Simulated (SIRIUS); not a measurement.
The system is WC (Qusongite).

```
W C
1.0
     2.90650    0.00000    0.00000
    -1.45325    2.51710    0.00000
     0.00000    0.00000    2.83660
W C
1 1
Direct
  0.00000 0.00000 0.00000
  0.66667 0.33333 0.50000
```

| Item | Value |
| --- | --- |
| Program | SIRIUS 7.12.0 |
| Task | relaxation of cell and atoms |
| Functional | PBEsol |
| Dispersion | D3(BJ) |
| Potentials or basis | PseudoDojo 0.4.1 PBE standard (scalar relativistic) |
| Cutoff | 1127 eV |
| Density cutoff | 4507 eV |
| k mesh | 5 × 5 × 5 |
| Occupations | fermi-dirac, width 0.05 eV |
| Spin | no spin polarisation |

At the start: pressure -9.1 GPa; volume 10.38 Å³/atom.

Problem. How do energy, volume and symmetry change on relaxing?

Solution. Over 3 steps the energy falls by 6.6 meV/atom and the volume is 10.15 Å³/atom (-2.2 %); space group P-6m2 (No. 187, to 0.05 Å).

Step by step:
```csv
step,energy change (eV),largest force (eV/Å),pressure (GPa),volume (Å³)
1,0.0000,0.0000,-9.07,20.75
2,-0.0109,0.0000,-3.96,20.49
3,-0.0133,0.0000,0.11,20.30
```

Final structure:
```yaml
crystal:
  lattice:
    - [2.88832, 0.00000, 0.00000]
    - [-1.44416, 2.50136, 0.00000]
    - [0.00000, 0.00000, 2.80951]
  atoms:
    - { symbol: W, position: [0.00000, 0.00000, 0.00000] }
    - { symbol: C, position: [0.66667, 0.33333, 0.50000] }
```

Caveat: the k mesh is coarse (spacing up to 0.50 Å⁻¹), so the values aren't converged; the potentials were made for another functional, which shifts forces and pressure; pairwise dispersion overbinds metals, which lowers pressure and volume.
